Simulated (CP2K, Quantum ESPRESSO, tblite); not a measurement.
# Running C(110) slab, H on the bottom face, stepped (156 atoms) with tblite

How near does tblite come to plane waves for C(110) slab, H on the bottom face, stepped (156 atoms)?

Calculated with tblite 0.8.0; the method is named at each step.

## (1) Set-up

The cell holds 156 atoms: 132 C and 24 H. Cell: a = 10.089 Å, b = 10.701 Å, c = 17.196 Å, α = 90.0°, β = 90.0°, γ = 90.0°. It derives from C (diamond-structure). Diamond-structure C (a = 3.567 Å), (110) slab of 6 atomic planes, 4 x 3 surface cells, H on the broken bonds of the bottom face, 10 Å of vacuum; the top repeat layer removed from part of the cell (two steps); displaced by a Gaussian of 0.02 Å. Then every atom was moved at random, 0.03 Å r.m.s. a Cartesian component (hydrogen 0.6 of that). Regions: slab, 132 atoms (132 C); hydrogen, 24 atoms (24 H). Vacuum lies along c.

The yardstick, on the same geometry:

- method: Kohn-Sham DFT, PBE, SSSP efficiency 1.3.0 pseudopotentials, plane waves (Quantum ESPRESSO 7.5); sssp-pbe-1.3.0-efficiency, cutoffs 60/480 Ry, Γ point
- r.m.s. force component: 1.777 eV/Å
- longest force: 6.825 eV/Å
- time: 7.5 min on 4 MPI ranks of Arm Neoverse V2, shared host
- CPU time: 30 min

## (2) GFN2-xTB

Method: GFN2-xTB tight binding, diagonalisation.

Input file run.py:

```python
import numpy as np
from ase.io import read
from tblite.ase import TBLite

atoms = read("structure.xyz")
atoms.calc = TBLite(method="GFN2-xTB", electronic_temperature=580, accuracy=1.0, max_iterations=250, mixer_damping=0.1, verbosity=1)
energy = atoms.get_potential_energy()
forces = atoms.get_forces()
print(f"energy {energy:.6f} eV")
print("forces (eV/A)")
for i, (a, f) in enumerate(zip(atoms, forces)):
    print(f"{i:4d} {a.symbol:2s} {f[0]:10.5f} {f[1]:10.5f} {f[2]:10.5f}")
print("charges (e)")
print(np.array2string(atoms.get_charges(), precision=4, suppress_small=True, max_line_width=110, threshold=100000))
```

Input file structure.xyz:

```xyz
156
Lattice="10.08900 0.00000 0.00000 0.00000 10.70100 0.00000 0.00000 0.00000 17.19561" Properties=species:S:1:pos:R:3 pbc="T T T"
C 8.79720 1.82891 5.90411
C 0.00666 0.87235 5.88485
C 10.04834 0.02301 7.15372
C 8.83110 2.70596 7.15888
C 8.87681 1.70381 8.40384
C 0.01221 0.89578 8.39266
C 0.01877 0.02836 9.63642
C 8.84079 2.70050 9.65190
C 8.87085 1.79627 10.86126
C 0.02280 0.84302 10.97716
C 10.08850 0.04687 12.24843
C 1.24337 1.83576 5.90480
C 2.50863 0.92788 5.88210
C 2.52336 10.68859 7.15802
C 1.24932 2.70232 7.13962
C 1.27263 1.80269 8.42998
C 2.55766 0.89867 8.48087
C 2.55221 10.70046 9.72773
C 1.21118 2.72426 9.68835
C 1.26597 1.72254 10.99350
C 2.50147 0.87470 10.94466
C 2.48886 0.00310 12.15609
C 1.27061 2.68509 12.19341
C 8.81254 5.35863 5.88210
C 10.06832 4.47420 5.93283
C 10.05853 3.60121 7.13515
C 8.82152 6.27763 7.14237
C 8.77561 5.32460 8.42258
C 10.07165 4.48425 8.45543
C 10.08184 3.50404 9.68938
C 8.79498 6.21696 9.71311
C 8.79277 5.39641 10.89308
C 10.05994 4.47345 10.89462
C 10.06933 3.56193 12.20269
C 3.79356 1.80023 5.89569
C 5.07487 0.92146 5.90308
C 5.03744 0.00867 7.15509
C 3.76764 2.67611 7.16008
C 3.82686 1.75882 8.43101
C 5.11805 0.93270 8.48535
C 5.01998 10.69372 9.70211
C 3.79780 2.71763 9.65774
C 3.75886 1.80708 10.86298
C 4.99627 0.83981 10.96323
C 3.79619 2.67001 12.21335
C 1.25840 5.34750 5.88503
C 2.50792 4.46242 5.87677
C 2.53365 3.55680 7.11124
C 1.27000 6.18989 7.12053
C 1.17164 5.33787 8.46299
C 2.52598 4.49934 8.43084
C 2.55181 3.63331 9.68113
C 1.23328 6.20669 9.66514
C 1.25759 5.35596 10.98301
C 2.53829 4.46414 10.93555
C 2.55191 3.55926 12.21353
[... 96 atom lines left out ...]
H 3.76340 9.56605 5.01579
H 5.05530 7.44222 4.99928
H 6.32338 9.55353 5.01854
H 7.54566 7.41472 5.01080
```

Launch:

```console
> OMP_NUM_THREADS=1 python run.py > output.txt
```

What it wrote:

```text
------------------------------------------------------------
  cycle        total energy    energy error   density error
------------------------------------------------------------
      1     -293.3499041831  -2.9694112E+02   9.8957571E-02
      2     -294.3739888164  -1.0240846E+00   1.0093579E-01
      3     -294.7852810304  -4.1129221E-01   8.9226803E-02
      4     -294.4760026367   3.0927839E-01   8.8020335E-02
      5     -294.6365897740  -1.6058714E-01   5.2557665E-02
      6     -294.5820085109   5.4581263E-02   3.8751382E-02
      7     -294.7325121159  -1.5050360E-01   2.8245651E-02
      8     -294.9029869497  -1.7047483E-01   1.3413987E-02
      9     -294.9238709537  -2.0884004E-02   9.0477615E-03
     10     -294.9253049519  -1.4339982E-03   8.1933641E-03
     11     -294.9323660812  -7.0611293E-03   5.7066017E-03
     12     -294.9345498514  -2.1837702E-03   4.3916805E-03
     13     -294.9364235952  -1.8737439E-03   3.2107406E-03
     14     -294.9366147438  -1.9114852E-04   2.6115636E-03
     15     -294.9371258434  -5.1109959E-04   1.8050178E-03
     16     -294.9372961473  -1.7030392E-04   1.3550588E-03
     17     -294.9373512954  -5.5148132E-05   9.0930088E-04
     18     -294.9373732721  -2.1976713E-05   5.9626035E-04
     19     -294.9373813699  -8.0978307E-06   3.9365417E-04
     20     -294.9374032832  -2.1913277E-05   2.1608935E-04
     21     -294.9374045585  -1.2752492E-06   1.7263192E-04
     22     -294.9374051968  -6.3836995E-07   1.2213134E-04
     23     -294.9374054412  -2.4432092E-07   7.6050765E-05
     24     -294.9374059037  -4.6257992E-07   4.1452430E-05
     25     -294.9374061033  -1.9959066E-07   3.1773817E-05
     26     -294.9374063691  -2.6573554E-07   1.4610224E-05
------------------------------------------------------------
 total:                                  10.465 sec
energy -8025.655618 eV
forces (eV/A)
   0 C     0.74143   -2.89410    0.05209
   1 C    -1.09460    3.04302    1.39240
   2 C     1.97063   -0.66796   -0.88569
   3 C    -0.78814   -1.33124   -0.08434
   4 C    -2.43607    4.04875   -0.07840
   5 C     0.79527   -0.39849    0.61668
   6 C     0.40515   -2.07542    1.99397
   7 C    -0.05236   -2.14376    0.82446
   8 C    -0.63292   -2.18982    1.10888
   9 C    -1.86493    1.65688   -0.49814
  10 C     2.47688   -3.00062   -1.46046
  11 C     0.14063   -2.83963    0.23485
  12 C     0.38680    0.45038    1.65462
  13 C     0.11077    1.46463    0.31630
  14 C     0.07780    0.04605    0.78332
  15 C     0.11779    0.07827   -0.16361
  16 C    -0.78580   -0.19939   -1.65610
  17 C    -0.30180   -1.08613   -1.65776
  18 C     3.10999   -2.15521    0.24572
  19 C    -0.10552    1.61026    0.20879
  20 C     0.73690    1.99444    1.59736
  21 C     1.79183   -5.54155   -0.96976
  22 C    -1.89255    4.39819   -1.82799
  23 C     0.03848   -0.73522    1.11485
[...]
148 H    -0.01836   -0.06118   -0.73362
 149 H    -0.01113    0.49143    0.15683
 150 H    -0.14813   -0.07554   -0.16490
 151 H    -0.09631   -0.43197   -0.80703
 152 H     0.10704   -0.69645    0.14589
 153 H    -0.10205    0.04576   -0.19513
 154 H    -0.16628    0.27642   -0.73863
 155 H     0.17878   -0.17840   -0.63261
charges (e)
[-0.0404 -0.0415  0.0068 -0.0015  0.0014  0.016   0.002   0.0228 -0.0564  0.0486 -0.1301 -0.0311 -0.0379
 -0.0043  0.0027 -0.0036 -0.0029  0.006  -0.0054  0.0375  0.0468  0.0082  0.0073 -0.034  -0.0242  0.0042
 -0.0015 -0.0046  0.0012  0.0225  0.0299 -0.0441  0.0366 -0.1126 -0.0366 -0.0243 -0.0018  0.0011  0.0022
  0.001   0.0299  0.0112  0.0375 -0.0719 -0.1088 -0.0253 -0.0331  0.0005  0.0004  0.0094 -0.0075  0.0019
 -0.0041  0.0345  0.0329 -0.0034 -0.0134 -0.0313 -0.0292 -0.0052  0.0149 -0.0058  0.0168 -0.0052  0.0188
 -0.0338  0.0349 -0.0978 -0.0299 -0.0397 -0.0054  0.0052  0.0174  0.0095  0.003   0.0227 -0.0135 -0.0278
 -0.0338 -0.0287  0.0065 -0.0052 -0.0004 -0.0001  0.0226  0.0156  0.0499 -0.0572 -0.0991 -0.0339 -0.029
  0.0035 -0.0051 -0.0045  0.0064 -0.0007  0.0007  0.0497  0.0356  0.0412 -0.0288 -0.0455 -0.0373  0.0017
  0.0178  0.0092  0.0077  0.0395  0.0215 -0.0405 -0.0179 -0.0333 -0.027  -0.0107 -0.0007  0.002  -0.001
  0.0171  0.0115  0.0481 -0.0509 -0.1383 -0.038  -0.0367  0.0114 -0.0007  0.0089  0.0048  0.0254  0.0301
 -0.0226 -0.017   0.0385  0.0439  0.0435  0.0397  0.0383  0.033   0.044   0.0291  0.0359  0.0394  0.0372
  0.0345  0.0406  0.051   0.0509  0.0392  0.0447  0.0413  0.0409  0.0502  0.0359  0.0364  0.0483  0.045 ]
```

Wall time 11 s (1 thread of Arm Neoverse V2, shared host); peak memory 0.14 GiB.

Banners, paths, timers and routine set-up lines are dropped from the logs unmarked, and long logs keep their key lines alone; longer cuts are marked.

Against the reference:

| Property | Result |
| --- | --- |
| r.m.s. force component | 1.75 eV/Å |
| r.m.s. difference of force components | 286.3 meV/Å |
| longest difference of force vectors | 1464 meV/Å |
| force difference over r.m.s. force | 16.11 % |
| slope of forces against the reference's | 0.9721 |
| correlation of force components | 0.9869 |

Length of the force difference by element (eV/Å):

```tsv
element	atoms	mean	most
C	132	0.42	1.5
H	24	0.34	0.47
```

A closer look about C122, whose charge lies farthest from its element's mean: 9 atoms, nearest first, numbered in the order of the input, with positions taken from that point.

```tsv
atom	x	y	z	distance (Å)	bonds	Mulliken charge (e)	Fx	Fy	Fz (eV/Å)
C122	0.00	0.00	0.00	0.00	2	-0.14	-2.45	3.57	-2.23
C120	-0.10	-0.89	-1.28	1.56	4	0.05	3.52	0.13	1.65
C22	-1.35	0.91	-0.05	1.63	3	0.01	1.79	-5.54	-0.97
C44	1.15	1.74	-1.24	2.43	3	-0.07	-0.01	2.21	-0.62
C99	-1.29	-1.75	-1.26	2.51	4	0.04	-2.05	-0.01	0.57
C121	1.20	-1.78	-1.31	2.51	3	-0.05	0.16	1.49	0.44
C119	0.00	0.01	-2.52	2.52	4	0.01	-3.52	-0.60	-0.35
C101	-2.55	-0.06	-0.02	2.55	3	-0.03	-1.03	6.17	-0.54
C21	-1.34	1.78	-1.26	2.56	4	0.05	0.74	1.99	1.60
```

Atoms are counted from 1 here, from 0 in the log.

Forces lie 16 % from the reference's, at 0.0061 times its CPU time (on 1 against 4 cores).

## (3) Outcome

```yaml
force_difference_from_the_reference: tblite GFN2-xTB, 16 %
its_cpu_time: 11 s
```

Tight binding differs by 16 % (tblite GFN2-xTB); it is another model, with fitted parameters of its own, and the xTB methods hold dispersion. One electronic-structure run takes under half the reference's CPU time: tblite GFN2-xTB, at 16 % in 11 s against 30 min. Periodic xTB results under one method name differ between programs and library versions. The runs have no spin polarisation, so any moments at edges, vacancies or dangling bonds can't form. The electronic-structure runs sample only Γ, in a cell whose shortest periodic width is 10 Å, which is coarse for a cell with partly filled levels.

[Also dropped from logs without a mark: logging warnings of Python, and SIESTA's first energy breakdown and zero terms.]

[Logs are printed without paths, hosts, clocks, repeated set-up lines and the standing remarks that a program may print on its own settings, such as how far it seeks lower states.]

[Hosts, paths, dates, database ids (printed as entryN), source tags and the programs' standing remarks are cut or masked in the printed files.]
